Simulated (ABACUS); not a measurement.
# Ti (P6_3/mmc) in ABACUS: reference runs

Aim: a first look at Ti with PBE, on the cell as given and on a disturbed one.

All numbers are computed with ABACUS 3.10.1; they aren't measurements. Logs are shortened: lines on timing, memory, paths and dates and some standing lists are left out, and cuts for length are marked.

## Step 1: The crystal as given

It takes space group P6_3/mmc (No. 194, hexagonal). The conventional cell has a = 2.950 Å, b = 2.950 Å, c = 4.680 Å, α = 90.00°, β = 90.00°, γ = 120.00°. Around Ti (site symmetry -6m2) lie 12 Ti at 2.89 to 2.95 Å.

## Step 2: Single point, PBE

The input, INPUT:

```
INPUT_PARAMETERS
suffix              Ti
calculation         scf
basis_type          pw
pseudo_dir          ./
symmetry            1
dft_functional      pbe
ecutwfc             84
pseudo_rcut         10
nspin               1
nbands              16
ks_solver           dav
smearing_method     fd
smearing_sigma      0.00367493
scf_thr             1e-08
scf_nmax            100
mixing_type         broyden
mixing_beta         0.7
cal_force           1
cal_stress          1
kpar                4
```

The input, STRU:

```
ATOMIC_SPECIES
Ti 47.8670 Ti.upf

LATTICE_CONSTANT
1.8897261246

LATTICE_VECTORS
2.9500000000 0.0000000000 0.0000000000
-1.4750000000 2.5547749412 0.0000000000
0.0000000000 0.0000000000 4.6800000000

ATOMIC_POSITIONS
Direct

Ti
0.0
2
0.6666666667 0.3333333333 0.7500000000 1 1 1
0.3333333333 0.6666666667 0.2500000000 1 1 1
```

The input, KPT:

```
K_POINTS
0
Gamma
10 10 6 0 0 0
```

Potentials or basis: PseudoDojo NC SR 0.4.1 PBE standard, plane waves.

Run with:

```
OMP_NUM_THREADS=1 mpirun -np 4 abacus > log
```

running log:

```text
ABACUS v3.10.1

               Atomic-orbital Based Ab-initio Computation at UStc

 ------------------------------------------------------------------------------------

 READING GENERAL INFORMATION
                           global_out_dir = OUT.Ti/
                           global_in_card = INPUT
                               pseudo_dir = ./
                              orbital_dir =
                                    DSIZE = 4
                                    GSIZE = 1

 READING UNITCELL INFORMATION
                                    ntype = 1
                  lattice constant (Bohr) = 1.88973
              lattice constant (Angstrom) = 1

 READING ATOM TYPE 1
                               atom label = Ti
                      L=0, number of zeta = 1
                      L=1, number of zeta = 1
                      L=2, number of zeta = 1
             number of atom for this type = 2

                        TOTAL ATOM NUMBER = 2
DIRECT COORDINATES
    atom                   x                   y                   z     mag                  vx                  vy                  vz
taud_Ti1            0.6666666667        0.3333333333        0.7500000000  0.0000        0.0000000000        0.0000000000        0.0000000000
taud_Ti2            0.3333333333        0.6666666667        0.2500000000  0.0000        0.0000000000        0.0000000000        0.0000000000

                          Volume (Bohr^3) = 238.022
                             Volume (A^3) = 35.2712

 Lattice vectors: (Cartesian coordinate: in unit of a_0)
                +2.95                  +0                  +0
               -1.475            +2.55477                  +0
                   +0                  +0               +4.68
 Reciprocal vectors: (Cartesian coordinate: in unit of 2 pi/a_0)
            +0.338983           +0.195712                  -0
                   -0           +0.391424                  -0
                   +0                  -0           +0.213675
 The esolver type has been set to : ksdft_pw

                PAO radial cut off (Bohr) = 10

 Read in pseudopotential file is Ti.upf
                     pseudopotential type = NC
          exchange-correlation functional = PBE
                 nonlocal core correction = 1
                        valence electrons = 12
                                     lmax = 2
                           number of zeta = 4
                     number of projectors = 6
                           L of projector = 0
                           L of projector = 0
                           L of projector = 1
                           L of projector = 1
                           L of projector = 2
                           L of projector = 2
     initial pseudo atomic orbital number = 20

 SETUP THE ELECTRONS NUMBER
            electron number of element Ti = 12
      total electron number of element Ti = 24
            AUTOSET number of electrons:  = 24
                           occupied bands = 12
                                   NBANDS = 16
                                   NLOCAL = 18

%%%%%%%%%%%%%%%%%%%%%%%%%%%%%%%%%%%%%%%%%%%%%%%%%%%%%%%%%%%%%%%%%%%%%%%%%%%%%%%%%%%%%%%%%%%%%%%%%%%%%%%%%%
 Warning: the number of valence electrons in pseudopotential > 4 for Ti: [Ar] 3d2 4s2
 Pseudopotentials with additional electrons can yield (more) accurate outcomes, but may be less efficient.
 If you're confident that your chosen pseudopotential is appropriate, you can safely ignore this warning.
%%%%%%%%%%%%%%%%%%%%%%%%%%%%%%%%%%%%%%%%%%%%%%%%%%%%%%%%%%%%%%%%%%%%%%%%%%%%%%%%%%%%%%%%%%%%%%%%%%%%%%%%%%

 SETUP THE PLANE WAVE BASIS
 energy cutoff for charge/potential (unit:Ry) = 336
            fft grid for charge/potential = [ 36, 36, 54 ]
                        fft grid division = [ 1, 1, 1 ]
        big fft grid for charge/potential = [ 36, 36, 54 ]
                                     nbxx = 69984
                                     nrxx = 69984

 SETUP PLANE WAVES FOR CHARGE/POTENTIAL
                    number of plane waves = 24711
                         number of sticks = 721

 PARALLEL PW FOR CHARGE/POTENTIAL
     PROC   COLUMNS(POT)             PW
        1            721          24711
 --------------- sum -------------------
        1            721          24711
                            number of |g| = 1218
                                  max |g| = 30.3915
                                  min |g| = 0

----------- Double Check Mixing Parameters Begin ------------
mixing_type: broyden
mixing_beta: 0.7
mixing_gg0: 1
mixing_gg0_min: 0.1
mixing_ndim: 8
----------- Double Check Mixing Parameters End ------------

 LATTICE VECTORS: (CARTESIAN COORDINATE: IN UNIT OF A0)
                +2.95                  +0                  +0
[... 37 lines left out ...]
                                       S1 = 7
                                       S3 = 2
                                       S4 = 0
                                       S6 = 2
               POINT GROUP IN SPACE GROUP = D_6h

 SETUP K-POINTS
                                    nspin = 1
                   Input type of k points = Monkhorst-Pack(Gamma)
                                   nkstot = 600
                       right hand lattice = 1
(for reciprocal lattice: )
                             BRAVAIS TYPE = 4
                     BRAVAIS LATTICE NAME = 04. Hexagonal cell
                                    ibrav = 4
                       right hand lattice = 1
(for k-lattice: )
                             BRAVAIS TYPE = 4
                     BRAVAIS LATTICE NAME = 04. Hexagonal cell
                                    ibrav = 4
                       right hand lattice = 1
                        ROTATION MATRICES = 24
                               nkstot_ibz = 56
K-POINTS REDUCTION ACCORDING TO SYMMETRY
     IBZ    DIRECT_X    DIRECT_Y    DIRECT_Z  WEIGHT  ibz2bz
       1  0.00000000  0.00000000  0.00000000  0.0017       0
       2 -0.10000000  0.10000000  0.00000000  0.0100       1
       3 -0.20000000  0.20000000  0.00000000  0.0100       2
       4 -0.30000000  0.30000000  0.00000000  0.0100       3
       5 -0.40000000  0.40000000  0.00000000  0.0100       4
       6  0.50000000  0.50000000  0.00000000  0.0050       5
[... 22 lines left out ...]
      29  0.00000000  0.00000000  0.33333333  0.0033     200
      30 -0.10000000  0.10000000  0.33333333  0.0200     201
[... 26 further k points ...]

                               nkstot now = 56
[... K-POINTS DIRECT COORDINATES: 56 rows ...]

           k-point number in this process = 14
       minimum distributed K point number = 14
[... stars of the k points ...]

[... K-POINTS CARTESIAN COORDINATES: 14 rows ...]

[... K-POINTS DIRECT COORDINATES: 14 rows ...]

 SETUP PLANE WAVES FOR WAVE FUNCTIONS
     energy cutoff for wavefunc (unit:Ry) = 84
              fft grid for wave functions = [ 36, 36, 54 ]
                    number of plane waves = 4355
                         number of sticks = 223

 PARALLEL PW FOR WAVE FUNCTIONS
     PROC   COLUMNS(POT)             PW
        1            223           4355
 --------------- sum -------------------
        1            223           4355

 SETUP NONLOCAL PSEUDOPOTENTIALS IN PLANE WAVE BASIS
 Ti non-local projectors:
 projector 1 L=0
 projector 2 L=0
 projector 3 L=1
 projector 4 L=1
 projector 5 L=2
 projector 6 L=2
      TOTAL NUMBER OF NONLOCAL PROJECTORS = 36

 Init Non-Local PseudoPotential table :
 Init Non-Local-Pseudopotential done.

                                     npwx = 3112

 Make real space PAO into reciprocal space.
       max mesh points in Pseudopotential = 1001
     dq(describe PAO in reciprocal space) = 0.01
                                    max q = 1104

 number of pseudo atomic orbitals for Ti is 4
WARNING: norm of atomic wavefunction # 3 of atomic type Ti is 0.999984, renormalized
WARNING: norm of atomic wavefunction # 4 of atomic type Ti is 0.999619, renormalized

 -------------------------------------------
 SELF-CONSISTENT
 -------------------------------------------
                                 init_chg = atomic

 PW ALGORITHM --------------- ION=   1  ELEC=   1--------------------------------
 Notice: Threshold on eigenvalues was too large.
 hsover_error=0.24 > DRHO=0.0875247
 Origin diag ethr = 0.01
 New diag ethr = 0.000364686

 Density error is 0.0873047253214
                          Error Threshold = 0.000364686341014
----------------------------------------------------------
     Energy           Rydberg                 eV
----------------------------------------------------------
 E_KohnSham     -237.3936339792      -3229.9060910436
 E_Harris       -240.6163607811      -3273.7535386462
 E_Fermi        1.0056393747         13.6824256293
----------------------------------------------------------
[... 87 lines left out ...]
 Density error is 2.57072103178e-09
                          Error Threshold = 8.59624186188e-11
----------------------------------------------------------
     Energy           Rydberg                 eV
----------------------------------------------------------
 E_KohnSham     -237.4213347623      -3230.2829795333
 E_KS(sigma->0) -237.4206186468      -3230.2732362811
 E_Harris       -237.4218480313      -3230.2899629159
 E_band         -23.5659447209       -320.6311269574
 E_one_elec     -82.2891048241       -1119.6007089277
 E_Hartree      48.8259417358        664.3110178222
 E_xc           -34.8746614498       -474.4941115386
 E_Ewald        -169.0820779930      -2300.4796903848
 E_entropy(-TS) -0.0014322311        -0.0194865044
 E_descf        0.0000000000         0.0000000000
 E_exx          0.0000000000         0.0000000000
 E_Fermi        0.9673601213         13.1616096673
----------------------------------------------------------

 charge density convergence is achieved
 final etot is -3230.2829795 eV
 EFERMI = 13.161609667 eV

 STATE ENERGY(eV) AND OCCUPATIONS    NSPIN == 1
 1/14 kpoint (Cartesian) = 0.0000 0.0000 0.0000 (3067 pws)
       1       -43.6867     0.00333333
       2       -43.5578     0.00333333
       3       -20.2763     0.00333333
       4       -19.6610     0.00333333
       5       -19.6610     0.00333333
       6       -19.6018     0.00333333
[... 8 lines left out ...]
      15        14.4309    3.14444e-14
      16        14.4309    3.14444e-14
[... 76 lines left out ...]
       3       -20.1137      0.0100000
       4       -19.9972      0.0100000
       5       -19.9846      0.0100000
       6       -19.7974      0.0100000
[... 8 lines left out ...]
      15        14.3245    7.92364e-13
      16        16.4695    1.85347e-31

[... levels at 8 further k points ...]

------------------------------------------------------------------------------------------
 TOTAL-FORCE (eV/Angstrom)
------------------------------------------------------------------------------------------
                       Ti1         0.0000000000         0.0000000000         0.0000000000
                       Ti2         0.0000000000         0.0000000000         0.0000000000
------------------------------------------------------------------------------------------

----------------------------------------------------------------
 TOTAL-STRESS (KBAR)
----------------------------------------------------------------
       -12.3201085459         0.0000000000         0.0000000000
         0.0000000000       -12.3201085456         0.0000000000
         0.0000000000        -0.0000000000       -16.1261358320
----------------------------------------------------------------
 TOTAL-PRESSURE: -13.588784 KBAR

 --------------------------------------------
 !FINAL_ETOT_IS -3230.2829795333395850 eV
 --------------------------------------------
```

Run time: 13 s. Hardware: 4 MPI ranks of Intel Xeon 6975P-C (Granite Rapids), shared host; peak memory 0.32 GiB.

What came out:

| Property | Result |
| --- | --- |
| Free energy | -3230.2830 eV |
| Pressure | -1.4 GPa |
| Band gap on the k mesh | none (metal or under the smearing width) |

Levels at points of the mesh, in eV from the Fermi level:
```csv
k point,band 10,band 11,band 12,band 13,band 14,band 15
"(0.00, 0.00, 0.00)",-2.64,0.71,0.78,0.78,0.88,1.27
"(0.50, 0.50, 0.00)",-2.11,-1.80,-0.63,0.50,0.62,1.16
"(0.00, 0.00, 0.50)",-4.32,0.09,0.09,0.69,0.69,0.69
"(0.50, 0.50, 0.50)",-2.49,-0.79,-0.79,1.29,1.29,1.72
```

(Part 1 of 2 ends here.)
